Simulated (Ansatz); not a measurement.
Here is an Ansatz 0.2.0 calculation.

The input input.yaml:

```yaml
crystal:
  lattice:
    - [-2.029189411, 2.029189411, 1.6607599896]
    - [2.029189411, -2.029189411, 1.6607599896]
    - [2.029189411, 2.029189411, -1.6607599896]
  atoms:
    - { symbol: Sn, position: [0.0, 0.0, 0.0] }
hamiltonian:
  xc: pbe
  pseudopotentials: { kind: paw }
kpoints:
  mp_grid: { grid: [10, 10, 10] }
scf:
  occupations: { method: gaussian, width: 0.012 }
output:
  forces: true
  stress: true
  eigenvalues: true
  write_density: true
  write_potential: true
  elf: true
  volumetric_format: npy
```

Potentials or basis: Ansatz PAW.

Run with:

```bash
$ ansatz run input.yaml --threads 2 --pin off --max-ram 5632MiB --backend cpu --events-out ev --progress --plain --runs-dir out
```

(1) Estimate the band gap on the k mesh.

(2) Estimate the pressure.

Results:

(1) none (metal or under the smearing width).

(2) 0.8 GPa.
